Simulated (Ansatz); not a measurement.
Input, command and steps of an Ansatz relaxation.

```yaml
crystal:
  lattice:
    - [5.0751717694, 0.0, -0.0004741535]
    - [0.0, 3.4025742581, 0.0]
    - [-0.049429759, 0.0, 6.629685398]
  atoms:
    - { symbol: F, position: [0.7504259696, 0.84437499, 0.0947063835] }
    - { symbol: F, position: [0.2495740304, 0.84437499, 0.4052936165] }
    - { symbol: F, position: [0.2495740304, 0.15562501, 0.9052936165] }
    - { symbol: F, position: [0.7504259696, 0.15562501, 0.5947063835] }
    - { symbol: F, position: [0.2504259696, 0.34437499, 0.0947063835] }
    - { symbol: F, position: [0.7495740304, 0.34437499, 0.4052936165] }
    - { symbol: F, position: [0.7495740304, 0.65562501, 0.9052936165] }
    - { symbol: F, position: [0.2504259696, 0.65562501, 0.5947063835] }
basis:
  ecutwfc: 500
kpoints:
  mp_grid: { grid: [6, 8, 4] }
hamiltonian:
  xc: r2scan
scf:
  occupations: { method: gaussian, width: 0.02 }
output:
  forces: true
  stress: true
  eigenvalues: true
relax:
  adjacent_minimum: "off"
  f_tol: 0.008
  max_steps: 40
  cell: { stress_tol: 0.015, fix: [c, angles] }
```

```bash
ansatz run input.yaml --threads 1 --pin off --max-ram 2560MiB --backend cpu --events-out ev --progress --plain --runs-dir out
```

Theory: DFT r2SCAN, scalar-relativistic, plane waves, PAW in Ansatz.

Of 13 frames 9 are shown, positions in Å and forces in eV/Å; the SCF threshold varies from step to step. Steps run on the plane waves of an earlier cell, with a Pulay correction in the pressure. The basis is chosen afresh for the last frame, the zero of the energies, and at times for earlier ones too; energy and pressure can step there, also at an unchanged geometry. Where two frames share a geometry here, they differ by under 2 meV/atom and 0.3 GPa.

```xyz
8
Lattice="5.0752 0.0000 -0.0005 0.0000 3.4026 0.0000 -0.0494 0.0000 6.6297" Properties=species:S:1:pos:R:3:forces:R:3 pbc="T T T" step=1 free_energy_over_end_meV_per_atom=1.04 pressure_GPa=-1.04
F     3.8039    2.8730    0.6275    0.0019   -0.1746   -0.3306
F     1.2466    2.8730    2.6869   -0.0019   -0.1746    0.3306
F     1.2219    0.5295    6.0017   -0.0019    0.1746    0.3306
F     3.7791    0.5295    3.9424    0.0019    0.1746   -0.3306
F     1.2663    1.1718    0.6278    0.0019   -0.1746   -0.3306
F     3.7842    1.1718    2.6866   -0.0019   -0.1746    0.3306
F     3.7595    2.2308    6.0015   -0.0019    0.1746    0.3306
F     1.2416    2.2308    3.9426    0.0019    0.1746   -0.3306
8
Lattice="5.0929 0.0000 -0.0004 0.0000 3.4007 0.0000 -0.0495 0.0000 6.6297" Properties=species:S:1:pos:R:3:forces:R:3 pbc="T T T" step=2 free_energy_over_end_meV_per_atom=0.23 pressure_GPa=-0.46
F     3.8186    2.8615    0.6293   -0.0002   -0.0681   -0.1445
F     1.2496    2.8615    2.6852    0.0002   -0.0681    0.1445
F     1.2248    0.5392    6.0000    0.0002    0.0681    0.1445
F     3.7938    0.5392    3.9441   -0.0002    0.0681   -0.1445
F     1.2721    1.1611    0.6295   -0.0002   -0.0681   -0.1445
F     3.7960    1.1611    2.6850    0.0002   -0.0681    0.1445
F     3.7712    2.2396    5.9998    0.0002    0.0681    0.1445
F     1.2474    2.2396    3.9443   -0.0002    0.0681   -0.1445
8
Lattice="5.1237 0.0000 -0.0003 0.0000 3.3909 0.0000 -0.0497 0.0000 6.6297" Properties=species:S:1:pos:R:3:forces:R:3 pbc="T T T" step=4 free_energy_over_end_meV_per_atom=0.06 pressure_GPa=-0.05
F     3.8431    2.8582    0.6248   -0.0015   -0.0003    0.0032
F     1.2557    2.8582    2.6897    0.0015   -0.0003   -0.0032
F     1.2309    0.5327    6.0046    0.0015    0.0003   -0.0032
F     3.8183    0.5327    3.9397   -0.0015    0.0003    0.0032
F     1.2813    1.1627    0.6250   -0.0015   -0.0003    0.0032
F     3.8176    1.1627    2.6896    0.0015   -0.0003   -0.0032
F     3.7928    2.2282    6.0044    0.0015    0.0003   -0.0032
F     1.2564    2.2282    3.9398   -0.0015    0.0003    0.0032
8
Lattice="5.1553 0.0000 -0.0002 0.0000 3.3747 0.0000 -0.0498 0.0000 6.6297" Properties=species:S:1:pos:R:3:forces:R:3 pbc="T T T" step=5 free_energy_over_end_meV_per_atom=0.05 pressure_GPa=-0.06
F     3.8648    2.8432    0.6265   -0.0001   -0.0003   -0.0002
F     1.2656    2.8432    2.6882    0.0001   -0.0003    0.0002
F     1.2407    0.5316    6.0030    0.0001    0.0003    0.0002
F     3.8399    0.5316    3.9413   -0.0001    0.0003   -0.0002
F     1.2871    1.1558    0.6265   -0.0001   -0.0003   -0.0002
F     3.8433    1.1558    2.6881    0.0001   -0.0003    0.0002
F     3.8184    2.2190    6.0030    0.0001    0.0003    0.0002
F     1.2622    2.2190    3.9414   -0.0001    0.0003   -0.0002
8
Lattice="5.1671 0.0000 -0.0001 0.0000 3.3555 0.0000 -0.0499 0.0000 6.6297" Properties=species:S:1:pos:R:3:forces:R:3 pbc="T T T" step=6 free_energy_over_end_meV_per_atom=-0.01 pressure_GPa=0.00
F     3.8723    2.8265    0.6274    0.0006    0.0063    0.0122
F     1.2698    2.8265    2.6873   -0.0006    0.0063   -0.0122
F     1.2449    0.5291    6.0021   -0.0006   -0.0063   -0.0122
F     3.8474    0.5291    3.9423    0.0006   -0.0063    0.0122
F     1.2888    1.1487    0.6275    0.0006    0.0063    0.0122
F     3.8534    1.1487    2.6872   -0.0006    0.0063   -0.0122
F     3.8285    2.2069    6.0020   -0.0006   -0.0063   -0.0122
F     1.2638    2.2069    3.9423    0.0006   -0.0063    0.0122
8
Lattice="5.1698 0.0000 -0.0001 0.0000 3.3578 0.0000 -0.0499 0.0000 6.6297" Properties=species:S:1:pos:R:3:forces:R:3 pbc="T T T" step=8 free_energy_over_end_meV_per_atom=0.01 pressure_GPa=-0.04
F     3.8753    2.8288    0.6273    0.0001    0.0000    0.0000
F     1.2696    2.8288    2.6874   -0.0001    0.0000    0.0000
F     1.2447    0.5290    6.0022   -0.0001    0.0000    0.0000
F     3.8503    0.5290    3.9422    0.0001    0.0000    0.0000
F     1.2904    1.1499    0.6274    0.0001    0.0000    0.0000
F     3.8545    1.1499    2.6873   -0.0001    0.0000    0.0000
F     3.8296    2.2079    6.0022   -0.0001    0.0000    0.0000
F     1.2654    2.2079    3.9422    0.0001    0.0000    0.0000
8
Lattice="5.1698 0.0000 -0.0001 0.0000 3.3578 0.0000 -0.0499 0.0000 6.6297" Properties=species:S:1:pos:R:3:forces:R:3 pbc="T T T" step=9 free_energy_over_end_meV_per_atom=0.05 pressure_GPa=-0.05
F     3.8753    2.8288    0.6273    0.0001   -0.0006   -0.0002
F     1.2696    2.8288    2.6874   -0.0001   -0.0006    0.0002
F     1.2447    0.5290    6.0022   -0.0001    0.0006    0.0002
F     3.8503    0.5290    3.9422    0.0001    0.0006   -0.0002
F     1.2904    1.1499    0.6274    0.0001   -0.0006   -0.0002
F     3.8545    1.1499    2.6873   -0.0001   -0.0006    0.0002
F     3.8296    2.2079    6.0022   -0.0001    0.0006    0.0002
F     1.2654    2.2079    3.9422    0.0001    0.0006   -0.0002
8
Lattice="5.1276 0.0000 -0.0003 0.0000 3.3567 0.0000 -0.0497 0.0000 6.6297" Properties=species:S:1:pos:R:3:forces:R:3 pbc="T T T" step=10 free_energy_over_end_meV_per_atom=-0.08 pressure_GPa=0.00
F     3.8437    2.8268    0.6278    0.0001    0.0004    0.0004
F     1.2591    2.8268    2.6868   -0.0001    0.0004   -0.0004
F     1.2342    0.5299    6.0016   -0.0001   -0.0004   -0.0004
F     3.8188    0.5299    3.9426    0.0001   -0.0004    0.0004
F     1.2799    1.1484    0.6279    0.0001    0.0004    0.0004
F     3.8228    1.1484    2.6866   -0.0001    0.0004   -0.0004
F     3.7980    2.2083    6.0015   -0.0001   -0.0004   -0.0004
F     1.2550    2.2083    3.9428    0.0001   -0.0004    0.0004
8
Lattice="5.1100 0.0000 -0.0003 0.0000 3.3647 0.0000 -0.0496 0.0000 6.6297" Properties=species:S:1:pos:R:3:forces:R:3 pbc="T T T" step=13 free_energy_over_end_meV_per_atom=0.00 pressure_GPa=0.00
F     3.8307    2.8336    0.6274    0.0000    0.0001    0.0001
F     1.2546    2.8336    2.6871    0.0000    0.0001   -0.0001
F     1.2298    0.5312    6.0020    0.0000   -0.0001   -0.0001
F     3.8058    0.5312    3.9422    0.0000   -0.0001    0.0001
F     1.2756    1.1512    0.6275    0.0000    0.0001    0.0001
F     3.8096    1.1512    2.6870    0.0000    0.0001   -0.0001
F     3.7848    2.2135    6.0018    0.0000   -0.0001   -0.0001
F     1.2508    2.2135    3.9424    0.0000   -0.0001    0.0001
```

Time: 5.4 min on 1 thread of Intel(R) Xeon(R) Platinum 8259CL CPU @ 2.50GHz (Skylake/Cascade Lake) (shared host), peak memory 0.84 GiB.

The cell holds molecules, and r2SCAN describes their binding at middle range but leaves out its long-range dispersion part.